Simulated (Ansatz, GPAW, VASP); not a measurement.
# WC: 3 runs at one level of theory

```
W C
1.0
     2.90650    0.00000    0.00000
    -1.45325    2.51710    0.00000
     0.00000    0.00000    2.83660
W C
1 1
Direct
  0.00000 0.00000 0.00000
  0.66667 0.33333 0.50000
```

Alike in all runs: task single point; functional PBE; k mesh 10 × 10 × 9; occupations gaussian, width 0.025 eV; no spin polarisation; no spin-orbit coupling. Pressure is positive in compression and, in plane waves, holds the error of the finite cutoff.

```tsv
program and potentials	plane-wave cutoff (eV)	notes	pressure (GPa)
Ansatz, all-electron LAPW, scalar-relativistic	-	-	5.69
GPAW, GPAW PAW data sets (gpaw-data 1.2.1)	800	-	5.36
VASP, PBE PAW files C, W_sv, 520 eV	520	-	6.73
```

The pressure spans 5.36 (GPAW, GPAW PAW data sets (gpaw-data 1.2.1)) to 6.73 GPa (VASP, PBE PAW files C, W_sv, 520 eV), with all-electron results at 5.69.

Differences between rows come from potentials, basis sets and numerical settings, since the functional is the same but for its coding. Runs on potential files found faulty are left out.
